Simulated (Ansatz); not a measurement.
# A Li vacancy in rocksalt LiF, 63 atoms, charge −1

The calculation used DFT, PBEsol, PAW, plane waves (Ansatz 0.2.0).

Command:

```sh
ansatz run in.yaml --threads 7 --pin off --max-ram 26600MiB --runs-dir r --events-out ev --progress --plain
```

The input less its lattice and atoms (starting moments on atoms near the defect: 2 μB in all):

```yaml
crystal:
  symmetry: { detect: false }
kpoints:
  mp_grid: { grid: [1, 1, 1], shift: [0.25, 0.25, 0.25] }
hamiltonian:
  xc: pbesol
total_charge: -1
magnetization:
  spin_polarized: true
scf:
  occupations: { method: fermi_dirac, width: 0.01 }
relax:
  f_tol: 0.03
  max_steps: 80
  escape_saddle: false
  adjacent_minimum: "off"
output:
  forces: true
  eigenvalues: true
  populations: true
  charged_corrections: { epsilon: 9 }
```

Start:

```
F Li
1.0
     8.01519    0.00000    0.00000
     0.00000    8.01519    0.00000
     0.00000    0.00000    8.01519
F Li
32 31
Direct
  0.24872 0.99607 0.99921
  0.24716 0.99945 0.50165
  0.25485 0.50012 0.99810
  0.25151 0.50187 0.49798
  0.75074 0.99862 0.00168
  0.75248 0.99758 0.49887
  0.74831 0.49920 0.00103
  0.74943 0.49630 0.50298
  0.00193 0.25000 0.00195
  0.99537 0.25082 0.49977
  0.00125 0.74904 0.99773
  0.00148 0.75558 0.49790
  0.49891 0.24955 0.99277
  0.50662 0.25178 0.50013
  0.50061 0.75081 0.99904
  0.49973 0.75148 0.50024
  0.99894 0.99701 0.24670
  0.00162 0.99811 0.74576
  0.99724 0.50563 0.24810
  0.99988 0.50598 0.75060
  0.50157 0.00086 0.24836
  0.50186 0.00127 0.74968
  0.50050 0.50238 0.24907
  0.50172 0.49803 0.74710
  0.24754 0.24681 0.25165
  0.25197 0.25224 0.74975
  0.25012 0.75017 0.24983
  0.25151 0.75446 0.74919
  0.74736 0.25028 0.24947
  0.75125 0.24996 0.75014
  0.74887 0.75217 0.24782
  0.75120 0.75448 0.75016
  0.00479 0.99871 0.99806
  0.99390 0.00166 0.50264
  0.00087 0.49762 0.00460
  0.00023 0.49911 0.49962
  0.49884 0.99711 0.99790
  0.50081 0.00374 0.50006
  0.50267 0.50147 0.99703
  0.24782 0.25161 0.00056
  0.24902 0.25131 0.49937
  0.25259 0.75095 0.00034
  0.24887 0.74275 0.50360
  0.75353 0.24787 0.00272
  0.74972 0.25125 0.50123
  0.74948 0.75103 0.00138
  0.75350 0.75458 0.49445
  0.24994 0.00043 0.25485
  0.25473 0.99748 0.75239
  0.25080 0.49583 0.24762
  0.24895 0.49952 0.75382
  0.75483 0.99755 0.24991
  0.74529 0.99709 0.74993
  0.74786 0.49841 0.24894
  0.75420 0.49613 0.75507
  0.99792 0.24702 0.25084
  0.00167 0.25196 0.75157
  0.99887 0.75401 0.25313
  0.00085 0.75301 0.75326
  0.49906 0.24989 0.24695
  0.49982 0.24688 0.75021
  0.50210 0.75116 0.25139
  0.49808 0.75227 0.74763
```

Steps:

```csv
step,energy less the first (eV),largest force component (eV/Å)
start,0.000,1.135
1,-0.744,0.418
2,-1.023,0.012
```

A structure on the way, about -0.74 eV from the start:

```
F Li
1.0
     8.01519    0.00000    0.00000
     0.00000    8.01519    0.00000
     0.00000    0.00000    8.01519
F Li
32 31
Cartesian
  1.9934 7.9967 7.9993
  1.9880 0.0123 4.0075
  2.0186 4.0093 8.0067
  1.9259 4.0213 3.9983
  6.0209 8.0128 0.0091
  6.0421 7.9984 3.9983
  6.0063 4.0043 8.0113
  6.0902 3.9926 4.0120
  0.0151 2.0106 0.0059
  7.9915 1.9947 3.9980
  0.0063 6.0142 7.9990
  0.0036 6.0424 3.9919
  3.9990 1.9916 7.9847
  4.0478 1.9261 4.0184
  4.0093 6.0285 8.0039
  4.0031 6.0947 4.0053
  8.0037 7.9976 1.9870
  0.0082 7.9997 6.0013
  8.0029 4.0365 1.9789
  0.0003 4.0329 6.0212
  4.0121 0.0046 1.9865
  4.0167 0.0111 6.0185
  4.0151 4.0159 1.9216
  4.0146 4.0024 6.0769
  1.9917 1.9881 2.0046
  1.9985 2.0038 6.0162
  1.9969 6.0325 1.9869
  2.0086 6.0401 6.0101
  6.0194 1.9975 1.9839
  6.0321 1.9934 6.0222
  6.0119 6.0330 1.9898
  6.0268 6.0518 6.0295
  0.0335 8.0084 8.0104
  7.9833 8.0151 4.0425
  8.0150 4.0037 0.0296
  8.0110 3.9932 4.0016
  4.0020 7.9979 8.0059
  4.0177 0.0137 4.0068
  4.0217 4.0191 7.9980
  1.9964 2.0222 0.0002
  2.0225 2.0375 4.0036
  2.0219 6.0197 0.0016
  2.0122 5.9496 4.0252
  6.0294 1.9944 0.0138
  5.9921 2.0394 4.0151
  6.0032 6.0207 0.0137
  6.0113 6.0244 3.9808
  2.0053 0.0089 2.0361
  2.0341 7.9900 6.0114
  2.0366 3.9969 2.0124
  2.0175 3.9954 6.0235
  6.0358 7.9984 2.0034
  5.9744 7.9933 6.0081
  5.9814 3.9950 2.0076
  6.0169 3.9819 6.0131
  8.0124 1.9844 2.0089
  0.0067 2.0092 6.0094
  8.0122 6.0323 2.0291
  0.0027 6.0215 6.0319
  4.0193 2.0172 2.0166
  4.0036 2.0087 6.0111
  4.0192 5.9960 2.0323
  3.9976 6.0052 5.9687
```

End:

```
F Li
1.0
     8.01519    0.00000    0.00000
     0.00000    8.01519    0.00000
     0.00000    0.00000    8.01519
F Li
32 31
Direct
  0.24933 0.00010 0.99987
  0.24786 0.00030 0.49988
  0.24785 0.50016 0.99980
  0.23629 0.50013 0.49990
  0.75145 0.00014 0.99987
  0.75285 0.00005 0.49987
  0.75287 0.50012 0.99986
  0.76438 0.50014 0.49990
  0.00038 0.24903 0.99988
  0.00023 0.24768 0.49988
  0.00039 0.75123 0.99983
  0.00040 0.75268 0.49987
  0.50039 0.24761 0.99975
  0.50049 0.23615 0.49992
  0.50036 0.75263 0.99986
  0.50031 0.76420 0.49985
  0.00036 0.00015 0.24883
  0.00041 0.00017 0.75087
  0.00030 0.50018 0.24736
  0.00036 0.50020 0.75242
  0.50036 0.00022 0.24736
  0.50038 0.00023 0.75235
  0.50036 0.50013 0.23578
  0.50039 0.50011 0.76390
  0.25031 0.25014 0.24980
  0.25032 0.25012 0.74994
  0.25029 0.75017 0.24984
  0.25037 0.75021 0.74986
  0.75039 0.25006 0.24983
  0.75046 0.25006 0.74994
  0.75038 0.75018 0.24980
  0.75040 0.75020 0.74993
  0.00055 0.00009 0.99988
  0.00030 0.00024 0.50025
  0.00034 0.50016 0.00011
  0.00034 0.50000 0.49995
  0.50025 0.00005 0.99996
  0.50044 0.00019 0.49990
  0.50054 0.50016 0.99986
  0.25226 0.25198 0.99998
  0.25803 0.25767 0.50008
  0.25243 0.74823 0.00001
  0.25771 0.74239 0.50003
  0.74855 0.25183 0.99994
  0.74281 0.25774 0.50004
  0.74839 0.74828 0.00001
  0.74302 0.74281 0.49991
  0.25223 0.00016 0.25216
  0.25244 0.00002 0.74790
  0.25783 0.50001 0.25730
  0.25767 0.50002 0.74279
  0.74859 0.00012 0.25190
  0.74824 0.00006 0.74804
  0.74297 0.50011 0.25734
  0.74307 0.50007 0.74262
  0.00035 0.25194 0.25200
  0.00036 0.25199 0.74807
  0.00043 0.74828 0.25200
  0.00038 0.74811 0.74816
  0.50048 0.25746 0.25728
  0.50042 0.25747 0.74273
  0.50037 0.74260 0.25745
  0.50034 0.74238 0.74221
```

The calculation finished and met its thresholds.

Time: 34 s of wall time on 7 threads of a Neoverse-V2 processor, on a host shared with other runs; peak host memory 1.6 GiB.

Task: How much energy did the relaxation gain, and which atom moved most?

Result: 1.02 eV in 2 steps, from a start with small random displacements; atom 55 (Li) moved 0.14 Å, the median atom 0.04 Å (drift of the whole cell removed).

The moment started at 2 μB and ended at 0.0 μB; no other spin state is shown. The program warned that the state may not be the lowest. The one k point has no symmetry partners, which can distort the end along one axis.
